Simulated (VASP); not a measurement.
Input of a VASP 6.6.1 run:

Contents of INCAR:

```
SYSTEM = BaS
ALGO     = Normal         ! electronic algorithm
EDIFF    = 1E-7           ! SCF threshold, eV
ENCUT    = 520            ! plane-wave cutoff, eV
GGA      = RE             ! functional
ISIF     = 2              ! what is computed and relaxed
ISMEAR   = -1             ! smearing method
IVDW     = 12             ! dispersion correction
LASPH    = .True.         ! aspherical terms in the spheres
LCHARG   = .False.        ! write CHGCAR
LREAL    = .False.        ! projectors in reciprocal space
LWAVE    = .False.        ! write WAVECAR
NBANDS   = 15             ! bands
NELM     = 60             ! most SCF steps
PREC     = Accurate       ! precision mode
SIGMA    = 0.05           ! smearing width, eV
```

Contents of KPOINTS:

```
k-points
0
Gamma
  7 7 7
  0 0 0
```

Contents of POSCAR:

```
BaS
1.0
    0.0000000000      3.1794692198      3.1794692198
    3.1794692198      0.0000000000      3.1794692198
    3.1794692198      3.1794692198      0.0000000000
Ba S
1 1
Direct
    0.0000000000      0.0000000000      0.0000000000
    0.5000000000      0.5000000000      0.5000000000
```

Potentials or basis: VASP PAW PBE potentials, release 64 (Ba_sv, S).

The run is started by

```sh
$ cat potpaw_PBE.64/Ba_sv/POTCAR potpaw_PBE.64/S/POTCAR > POTCAR
$ mpirun -np 1 vasp_std > vasp.out
```

Question: Predict the band gap on the k mesh.

Answer: 2.25 eV, indirect (least direct gap 2.39 eV).

Question: Estimate the pressure.

Answer: 0.6 GPa.

Question: Predict the dispersion energy per atom.

Answer: -0.495 eV.

Caveat: the PAW data sets were made with another functional, which shifts forces and pressure a little; spin-orbit coupling is left out, which moves the levels of the heavy elements.

**What was measured.**

A printed reference work, monograph, original work of 1988 reports, for a bulk crystal of BaS at 2 K: band gap 3.806 eV (indirect).

Against the measured gap of BaS, 3.806 eV (indirect; 2 K; a printed reference work, monograph, original work of 1988), the calculated 2.25 eV is off by -1.56 eV. Spin-orbit coupling on Ba is left out. The value is that of revPBE+D3(BJ) on a finite k mesh, which can miss the band edges, without temperature or zero-point motion. Semilocal functionals fall short of measured gaps as a rule.
